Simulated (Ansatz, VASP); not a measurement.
## Bi: VASP beside Ansatz

```xyz
3
Lattice="6.0856 0.0000 0.0000 -3.0428 5.2703 0.0000 0.0000 0.0000 3.7307" Properties=species:S:1:pos:R:3 pbc="T T T"
Bi    0.0000    0.0000    0.0000
Bi    0.0000    3.5135    1.8654
Bi    3.0428    1.7568    1.8654
```

Alike in both runs: task relaxation of cell and atoms; functional PBE; k mesh 3 × 3 × 6; occupations gaussian, width 0.1 eV; no spin polarisation.

|  | VASP | Ansatz |
| --- | --- | --- |
| version | VASP 6.6.1 | Ansatz 0.2.0 |
| potentials or method | VASP PAW PBE potentials, release 64 (Bi_d) | scalar-relativistic, plane waves, PAW |
| plane-wave cutoff (eV) | 600 | 420 |
| valence electrons in the cell | 45 | 45 |

```csv
,VASP,Ansatz,Ansatz less VASP
"gap on the k mesh at the Fermi level, each at its own relaxed structure (eV)",none,none,-
relaxed volume (Å³/atom),31.83,31.52,-0.309
relaxed cell length with the largest relative difference (Å),5.762,5.743,-0.0193
energy change over the relaxation (meV/atom),-226,-226,-0.2
```

A gap of «none» marks a metal or a gap that the smearing closes.

Caveats: the k mesh is coarse (spacing up to 0.40 Å⁻¹), so the values aren't converged; the volume moved by over 15 % at a fixed basis, so the end points are rough (VASP); spin-orbit coupling is left out, which moves the levels of the heavy elements.
